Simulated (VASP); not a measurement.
# Ni (Fm-3m) in VASP: settings compared

One crystal, Ni, is run at these levels: LDA, r2SCAN; tasks: relaxation of cell and atoms.

Everything below comes from runs of VASP 6.6.1. Logs are shortened: lines on timing, memory, paths and dates and some standing lists are left out, and cuts for length are marked.

**1. The structure**

Symmetry: Fm-3m, No. 225, cubic system. Conventional cell: a = 3.524 Å, b = 3.524 Å, c = 3.524 Å, α = 90.00°, β = 90.00°, γ = 90.00°. Ni (site symmetry m-3m) is surrounded by 12 Ni at 2.49 Å.

**2. Relaxation of cell and atoms, LDA, collinear spin, ferromagnetic start**

Input file INCAR:

```
PREC = Accurate
ENCUT = 600
EDIFF = 1E-6
ISMEAR = 1
SIGMA = 0.1
LREAL = F
LASPH = T
NELM = 150
ALGO = Normal
ISIF = 3
LWAVE = F
LCHARG = F
ISPIN = 2
MAGMOM = 2
LORBIT = 11
LMAXMIX = 4
GGA = CA
IBRION = 2
NSW = 90
EDIFFG = -0.01
AMIX = 0.2
BMIX = 1E-4
AMIX_MAG = 0.8
BMIX_MAG = 1E-4
```

Input file KPOINTS:

```
Automatic mesh
0
Gamma
  18 18 18
```

Input file POSCAR:

```
Ni
1.0
    0.0000000000      1.7619350000      1.7619350000
    1.7619350000      0.0000000000      1.7619350000
    1.7619350000      1.7619350000      0.0000000000
Ni
1
Direct
    0.0000000000      0.0000000000      0.0000000000
```

Potentials or basis: VASP PAW LDA potentials, release 64 (Ni).

On the command line:

```console
$ cat potpaw_LDA.64/Ni/POTCAR > POTCAR
$ mpirun -np 1 vasp_std > vasp.out
```

OUTCAR:

```text
PREC = Accurate
   ENCUT = 600
   EDIFF = 1E-6
   ISMEAR = 1
   LREAL = F
   LASPH = T
   NELM = 150
   ISIF = 3
   ISPIN = 2
   LORBIT = 11
   GGA = CA
   IBRION = 2
   NSW = 90
   EDIFFG = -0.01
   AMIX = 0.2
   AMIX_MAG = 0.8

 ion  position               nearest neighbor table
   1  0.000  0.000  0.000-

  LATTYP: Found a face centered cubic cell.
 ALAT       =     3.5238700000

  Lattice vectors:

 A1 = (   0.0000000000,   1.7619350000,   1.7619350000)
 A2 = (   1.7619350000,   0.0000000000,   1.7619350000)
 A3 = (   1.7619350000,   1.7619350000,   0.0000000000)

Analysis of symmetry for initial positions (statically):
=====================================================================
 Subroutine PRICEL returns:
 Original cell was already a primitive cell.

 Routine SETGRP: Setting up the symmetry group for a
 face centered cubic supercell.

 Subroutine GETGRP returns: Found 48 space group operations
 (whereof 48 operations were pure point group operations)
 out of a pool of 48 trial point group operations.

The static configuration has the point symmetry O_h .

Analysis of symmetry for dynamics (positions and initial velocities):
=====================================================================
 Subroutine PRICEL returns:
 Original cell was already a primitive cell.

 Routine SETGRP: Setting up the symmetry group for a
 face centered cubic supercell.

 Subroutine GETGRP returns: Found 48 space group operations
 (whereof 48 operations were pure point group operations)
 out of a pool of 48 trial point group operations.

The dynamic configuration has the point symmetry O_h .

Analysis of structural, dynamic, and magnetic symmetry:
=====================================================================
 Subroutine PRICEL returns:
 Original cell was already a primitive cell.

 Routine SETGRP: Setting up the symmetry group for a
 face centered cubic supercell.

 Subroutine GETGRP returns: Found 48 space group operations
 (whereof 48 operations were pure point group operations)
 out of a pool of 48 trial point group operations.

The overall configuration has the point symmetry O_h .

 Subroutine INISYM returns: Found 48 space group operations
 (whereof 48 operations are pure point group operations),
 and found     1 'primitive' translations

----------------------------------------------------------------------------------------

                                     Primitive cell

  volume of cell :      10.9396

  direct lattice vectors                    reciprocal lattice vectors
     0.000000000  1.761935000  1.761935000    -0.283778914  0.283778914  0.283778914
     1.761935000  0.000000000  1.761935000     0.283778914 -0.283778914  0.283778914
     1.761935000  1.761935000  0.000000000     0.283778914  0.283778914 -0.283778914

  length of vectors
     2.491752373  2.491752373  2.491752373     0.491519496  0.491519496  0.491519496

  position of ions in fractional coordinates (direct lattice)
     0.000000000  0.000000000  0.000000000

  ion indices of the primitive-cell ions
   primitive index   ion index
                 1           1

----------------------------------------------------------------------------------------

 KPOINTS: Automatic mesh

Automatic generation of k-mesh.
 Grid dimensions read from file:
 generate k-points for:   18   18   18

 Generating k-lattice:

  Cartesian coordinates                     Fractional coordinates (reciprocal lattice)
    -0.015765495  0.015765495  0.015765495     0.055555556  0.000000000  0.000000000
     0.015765495 -0.015765495  0.015765495     0.000000000  0.055555556  0.000000000
     0.015765495  0.015765495 -0.015765495     0.000000000  0.000000000  0.055555556

  Length of vectors
     0.027306639  0.027306639  0.027306639

  Shift w.r.t. Gamma in fractional coordinates (k-lattice)
     0.000000000  0.000000000  0.000000000

 Subroutine IBZKPT returns following result:
 ===========================================

 Found    195 irreducible k-points:

 Following reciprocal coordinates:
            Coordinates               Weight
  0.000000  0.000000  0.000000      1.000000
  0.055556  0.000000  0.000000      8.000000
  0.111111  0.000000  0.000000      8.000000
  0.166667  0.000000  0.000000      8.000000
  0.222222  0.000000  0.000000      8.000000
  0.277778  0.000000  0.000000      8.000000
[... 16 lines left out ...]
 -0.277778  0.055556  0.000000     24.000000
 -0.222222  0.055556  0.000000     24.000000
 [... further k-points ...]
   k-points           NKPTS =    195   k-points in BZ     NKDIM =    195   number of bands    NBANDS=     10
   number of dos      NEDOS =    301   number of ions     NIONS =      1
   total plane-waves  NPLWV =   8000
   dimension x,y,z NGX =    20 NGY =   20 NGZ =   20
   dimension x,y,z NGXF=    40 NGYF=   40 NGZF=   40
   ions per type =               1
   NGX,Y,Z   is equivalent  to a cutoff of  13.34, 13.34, 13.34 a.u.
   NGXF,Y,Z  is equivalent  to a cutoff of  26.69, 26.69, 26.69 a.u.
 SYSTEM =  unknown system
   PREC   = accura    normal or accurate (medium, high low for compatibility)
   ISTART =      0    job   : 0-new  1-cont  2-samecut
   ICHARG =      2    charge: 1-file 2-atom 10-const
   ISPIN  =      2    spin polarized calculation?
   LNONCOLLINEAR =      F non collinear calculations
   LSORBIT =      F    spin-orbit coupling
   LASPH  =      T    aspherical Exc in radial PAW
   ENCUT  =  600.0 eV  44.10 Ry    6.64 a.u.   4.98  4.98  4.98*2*pi/ulx,y,z
   NELM   =    150;   NELMIN=  2; NELMDL= -5     # of ELM steps
   EDIFF  = 0.1E-05   stopping-criterion for ELM
   LREAL  =      F    real-space projection
   EDIFFG = -.1E-01   stopping-criterion for IOM
   NSW    =     90    number of steps for IOM
   IBRION =      2    ionic relax: 0-MD 1-quasi-New 2-CG
   NFREE  =      1    steps in history (QN), initial steepest desc. (CG)
   ISIF   =      3    stress and relaxation
   ISYM   =      2    0-nonsym 1-usesym 2-fastsym
   POTIM  = 0.5000    time-step for ionic-motion
   TEBEG  =    0.0;   TEEND  =   0.0 temperature during run
   PSTRESS=    0.0 pullay stress
   NELECT =      10.0000    total number of electrons
   NUPDOWN=      -1.0000    fix difference up-down
   EMIN   =  10.00;   EMAX   =-10.00  energy-range for DOS
   EFERMI =   0.00;   METHOD = LEGACY
   ISMEAR =     1;   SIGMA  =   0.10  broadening in eV -4-tet -1-fermi 0-gaus
   EFERMI_NEDOS =   21; number of points for ismear=-14 and -15
   IALGO  =     38    algorithm
   IMIX   =      4    mixing-type and parameters
     AMIX     =   0.20;   BMIX     =  0.00
     AMIX_MAG =   0.80;   BMIX_MAG =  0.00
  volume/ion in A,a.u.               =      10.94        73.82
  Fermi-wavevector in a.u.,A,eV,Ry     =   1.588821  3.002436 34.345893  2.524352
  Thomas-Fermi vector in A             =   2.687765
   LORBIT       =     11    0 simple, 1 ext, 2 COOP (PROOUT), +10 PAW based schemes
   GGA     = CA    functional components
   LHFCALC =     F    Hartree Fock is set to
   AEXX    =    0.0000 exact exchange contribution
   IVDW    =     0    specifies the selected vdW correction
   LEPSILON=     F    determine dielectric tensor
   LRPA    =     F    only Hartree local field effects (RPA)
 conjugate gradient relaxation of ions
 spin polarized calculation
 Methfessel and Paxton  Order N= 1 SIGMA  =   0.10
  energy-cutoff  :      600.00
  volume of cell :       10.94
 maximum number of plane-waves:       375
   NGX =  9   NGY =  9   NGZ =  9

--------------------------------------- Ionic step        1  -------------------------------------------

 number of electron      10.0000010 magnetization       0.6056930

 Free energy of the ion-electron system (eV)
  ---------------------------------------------------
  ext. energy  EPLUGINS =         0.00000000
  ---------------------------------------------------
  free energy    TOTEN  =        -6.52481557 eV

  energy without entropy =       -6.52485413  energy(sigma->0) =       -6.52482842

 E-fermi :   8.9446     XC(G=0): -13.5801

 val. band max:        8.9420718406   @ k =   0.4444   0.2222   0.0556
 cond. band min:       8.9499540012   @ k =  -0.3333   0.2778   0.1111
 fundamental gap:      0.0078821606
 Fermi energy:         8.9445886565

 spin component 1

 k-point     1 :       0.0000    0.0000    0.0000
  band No.  band energies     occupation
      1       0.0017      1.00000
      2       6.6058      1.00000
      3       6.6058      1.00000
      4       6.6058      1.00000
      5       7.7544      1.00000
      6       7.7544      1.00000
      7      32.6855      0.00000
      8      36.3927      0.00000
      9      36.3927      0.00000
     10      36.3927      0.00000

 k-point     2 :       0.0556    0.0000    0.0000
  band No.  band energies     occupation
      1       0.1221      1.00000
      2       6.5746      1.00000
      3       6.6330      1.00000
      4       6.6330      1.00000
      5       7.7428      1.00000
      6       7.7428      1.00000
      7      32.2924      0.00000
      8      34.8673      0.00000
      9      36.0968      0.00000
     10      36.0968      0.00000
[... 694 lines left out ...]
 POSITION                                       TOTAL-FORCE (eV/Angst)
 -----------------------------------------------------------------------------------
      0.00000      0.00000      0.00000        -0.000000      0.000000      0.000000
 -----------------------------------------------------------------------------------
    total drift:                                0.000000      0.000000      0.000000

  FREE ENERGIE OF THE ION-ELECTRON SYSTEM (eV)
  ---------------------------------------------------
  free  energy   TOTEN  =        -6.5811205989 eV

  energy  without entropy=       -6.5813883623  energy(sigma->0) =       -6.58120985

--------------------------------------- Ionic step        4  -------------------------------------------

 number of electron       9.9999993 magnetization       0.5999084

 Free energy of the ion-electron system (eV)
  ---------------------------------------------------
  ext. energy  EPLUGINS =         0.00000000
  ---------------------------------------------------
  free energy    TOTEN  =        -6.58114232 eV

  energy without entropy =       -6.58141303  energy(sigma->0) =       -6.58123256

 E-fermi :  10.2504     XC(G=0): -14.1082

 val. band max:       10.2446866990   @ k =   0.4444   0.2222   0.0556
 cond. band min:      10.2537463211   @ k =  -0.3333   0.2778   0.1111
 fundamental gap:      0.0090596221
 Fermi energy:        10.2503919876

 spin component 1

 k-point     1 :       0.0000    0.0000    0.0000
  band No.  band energies     occupation
      1       0.6812      1.00000
      2       7.6749      1.00000
      3       7.6749      1.00000
      4       7.6749      1.00000
      5       8.9775      1.00000
      6       8.9775      1.00000
      7      34.7190      0.00000
      8      39.1357      0.00000
      9      39.1357      0.00000
     10      39.1357      0.00000

 k-point     2 :       0.0556    0.0000    0.0000
  band No.  band energies     occupation
      1       0.8098      1.00000
      2       7.6385      1.00000
      3       7.7058      1.00000
      4       7.7058      1.00000
      5       8.9639      1.00000
      6       8.9639      1.00000
      7      34.4006      0.00000
      8      37.5194      0.00000
      9      38.8694      0.00000
     10      38.8694      0.00000
[... 624 lines left out ...]
 POSITION                                       TOTAL-FORCE (eV/Angst)
 -----------------------------------------------------------------------------------
      1.71108      1.71108      3.42215        -0.000000      0.000000      0.000000
 -----------------------------------------------------------------------------------
    total drift:                               -0.000000     -0.000000      0.000000

  FREE ENERGIE OF THE ION-ELECTRON SYSTEM (eV)
  ---------------------------------------------------
  free  energy   TOTEN  =        -6.5811423189 eV

  energy  without entropy=       -6.5814130319  energy(sigma->0) =       -6.58123256

 reached required accuracy - stopping structural energy minimisation

 total charge

# of ion       s       p       d       tot
------------------------------------------
    1        0.536   0.574   8.367   9.478

 magnetization (x)

# of ion       s       p       d       tot
------------------------------------------
    1       -0.004  -0.018   0.621   0.599
```

It took 76 s on 1 thread of Intel Xeon Platinum 8488C (Sapphire Rapids), shared host; peak memory 0.17 GiB.

Results:

| Quantity | Value |
| --- | --- |
| Free energy | -6.5811 eV |
| Relaxed volume | 10.02 Å³/atom |
| Relaxed cell | a = 2.420 Å, b = 2.420 Å, c = 2.420 Å, α = 60.00°, β = 60.00°, γ = 60.00° |
| Space group after relaxing (to 0.05 Å) | Fm-3m (No. 225) |
| Energy gained by relaxing | 56.3 meV/atom |
| Ionic steps | 4 |
| Pressure after relaxing | -0.1 GPa |
| Band gap on the k mesh | none (metal or under the smearing width) |
| Net moment | 0.60 μB per cell |
| Site moments | Ni +0.60 μB |
| Valence electrons inside the program's atomic spheres | Ni 9.48 |

The path:
| step | energy change (eV) | largest force (eV/Å) | pressure (GPa) | volume (Å³) |
| --- | --- | --- | --- | --- |
| 1 | 0.0000 | 0.0000 | -17.96 | 10.94 |
| 2 | 0.0227 | 0.0000 | 30.56 | 9.11 |
| 3 | -0.0563 | 0.0000 | -0.48 | 10.04 |
| 4 | -0.0563 | 0.0000 | -0.09 | 10.02 |

Final structure:
```
Ni
1.0
     0.00000    1.71108    1.71108
     1.71108    0.00000    1.71108
     1.71108    1.71108    0.00000
Ni
1
Direct
  0.00000 0.00000 0.00000
```

LDA usually gives volumes a few per cent too small. Zero-point motion and thermal expansion aren't in these numbers.

(Continued in part 2 of 2.)
